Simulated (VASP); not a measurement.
# LiCl in VASP: how settings move the PBE single point

The PBE single point of LiCl (zincblende) is repeated with altered inputs. Which of them can be trusted? This is a trial cell built on a prototype, not taken from a measured structure, and it needn't be the compound's ground state.

Program: VASP 6.6.1. PAW datasets, plane waves. No spin polarisation and no zero-point or thermal motion; the cell was built from a prototype and may be hypothetical.

### Step 1. Starting point

The cell comes from an earlier relaxation with r2SCAN in another program.

It is cubic, F-43m (No. 216); conventional cell a = 5.466 Å, 20.41 Å³ an atom. Around Li lie 4 Cl at 2.37 Å; around Cl lie 4 Li at 2.37 Å.

Structure file:

```xyz
2
Lattice="0.0000 2.7330 2.7330 2.7330 0.0000 2.7330 2.7330 2.7330 0.0000" Properties=species:S:1:pos:R:3 pbc="T T T"
Li    0.0000    0.0000    0.0000
Cl    1.3665    1.3665    1.3665
```

### Step 2. The reference run

Contents of INCAR:

```
ENCUT = 520.000000
SIGMA = 0.020000
EDIFF = 1.00e-07
GGA = PE
PREC = Accurate
IBRION = -1
ISIF = 2
ISMEAR = -1
NBANDS = 12
NELM = 120
NSW = 0
LASPH = .TRUE.
LCHARG = .FALSE.
LWAVE = .FALSE.
LREAL = .FALSE.
```

Contents of KPOINTS:

```
KPOINTS created by Atomic Simulation Environment
0
Gamma
8 8 8
0 0 0
```

Contents of POSCAR:

```
Li Cl
 1.0000000000000000
    -0.0000000000000000    2.7330425338988040    2.7330425338988040
     2.7330425338988040   -0.0000000000000000    2.7330425338988040
     2.7330425338988040    2.7330425338988040    0.0000000000000000
 Li  Cl
   1   1
Cartesian
  0.0000000000000000  0.0000000000000000  0.0000000000000000
  1.3665212669494020  1.3665212669494020  1.3665212669494020
```

A file KPOINTS_OPT adds named points for the levels; it doesn't enter the self-consistent loop.

Potentials: the recommended PBE PAW datasets, 10 valence electrons.

Run with:

```sh
$ mpirun -np 1 vasp_std
```

### Step 3. Altered input 1

INCAR, as its differences from that of step 2:

```diff
@@ -9,3 +9,2 @@
 NBANDS = 12
-NELM = 120
 NSW = 0
@@ -15 +14,3 @@
 LREAL = .FALSE.
+NELECT = 10.02
+NELM = 98
```

Contents of KPOINTS:

```
KPOINTS created by Atomic Simulation Environment
0
Monkhorst-Pack
10 10 10
0 0 0
```

POSCAR is that of step 2.

Before running it: what results should come out? Wanted: for each run, changed; ending; energy change; pressure; electronic steps; usable.

**Answer**, as computed:

| run | changed | ending | energy change (meV/atom) | pressure (GPa) | gap on the mesh (eV; negative: overlap) | electronic steps | time | usable |
| --- | --- | --- | --- | --- | --- | --- | --- | --- |
| ref. | – | converged | 0 | 0.6 | 6.06 | 14 | 30 s | yes |
| 1 | NELECT = 10.02, NELM = 98, mesh 10×10×10, shifted mesh | converged | – | 1.4 | – | 14 | 73 s | no |

The altered input ended normally, but is faulty or unsound.
